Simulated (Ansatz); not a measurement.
# ZrS2: an axial (c/a) deformation path

An exercise on one series of results from a longer session: the logs are not shown, and one member is left open.

Method: DFT PBEsol+D3(BJ), scalar-relativistic, plane waves, PAW, in Ansatz 0.2.0.

### The structure to begin with

Symmetry: P-3m1, No. 164, trigonal system. The conventional cell has a = 3.630 Å, b = 3.630 Å, c = 5.850 Å, α = 90.00°, β = 90.00°, γ = 120.00°. Zr (site symmetry -3m) has 6 S at 2.55 Å as nearest neighbours. S (site symmetry 3m) has 3 Zr at 2.55 Å as nearest neighbours.

Structure file:

```
Zr S
1.0
     3.63000    0.00000    0.00000
    -1.81500    3.14367    0.00000
     0.00000    0.00000    5.85000
Zr S
1 2
Direct
  0.00000 0.00000 0.00000
  0.33333 0.66667 0.24920
  0.66667 0.33333 0.75080
```

Source of the structure: the Crystallography Open Database.

The first run:

The input, input.yaml:

```yaml
crystal:
  lattice:
    - [3.6299990406, 0.0, 0.0]
    - [-1.8149995203, 3.1436713848, 0.0]
    - [0.0, 0.0, 5.85]
  atoms:
    - { symbol: Zr, position: [0.0, 0.0, 0.0] }
    - { symbol: S, position: [0.3333333333, 0.6666666667, 0.2492] }
    - { symbol: S, position: [0.6666666667, 0.3333333333, 0.7508] }
basis:
  ecutwfc: 420
kpoints:
  mp_grid: { grid: [6, 6, 4] }
hamiltonian:
  xc: pbesol
  dispersion: d3bj
scf:
  occupations: { method: gaussian, width: 0.1 }
output:
  forces: true
  stress: true
  eigenvalues: true
```

On the command line:

```
ansatz run input.yaml --threads 1 --pin off --max-ram 2560MiB --backend cpu --events-out ev --progress --plain --runs-dir out
```

Steps of the session up to this table: Quick check of gap, pressure and forces; The undisturbed cell; At ρ = 0.850; Point ρ = 1.200; At ρ = 0.920; At ρ = 1.100; ρ = 0.960; At ρ = 1.050; Point ρ = 0.800; At ρ = 1.300.

One of the session's tables, all rows but one given; the rest of the session is left out.

It belongs to the step «The scan collected». The scan, with free energies counted from the undisturbed cell:

```
    ρ  ΔE (meV/atom)  pressure (GPa)  gap on the mesh (eV)
0.800          146.0            -5.5                  0.45
0.850           80.8            -4.7                  0.68
0.920           22.4            -3.7                  0.74
0.960              ?               ?                     ?
1.000            0.0            -2.8                  0.72
1.050            8.8            -2.4                  0.55
1.100           34.3            -2.0                  0.26
1.200          131.6            -1.7                  0.00
1.300          273.9            -1.9                  0.00
```

Estimate the missing values for ρ = 0.960.

Worked estimate for «ΔE (meV/atom)». A straight line through the neighbours (0.920, 22.4) and (1.000, 0.0) gives 22.4 + (0.0 − 22.4) × (0.960 − 0.920) / (1.000 − 0.920) = 11.2; a parabola fitted to 4 rows on both sides gives 5.4.

As computed: ΔE (meV/atom): 5.5; pressure (GPa): -3.2; gap on the mesh (eV): 0.73. In «ΔE (meV/atom)» the line misses by +5.7 and the parabola by -0.1.

Where the gap reads zero, the mesh chosen for the insulator is on the coarse side.
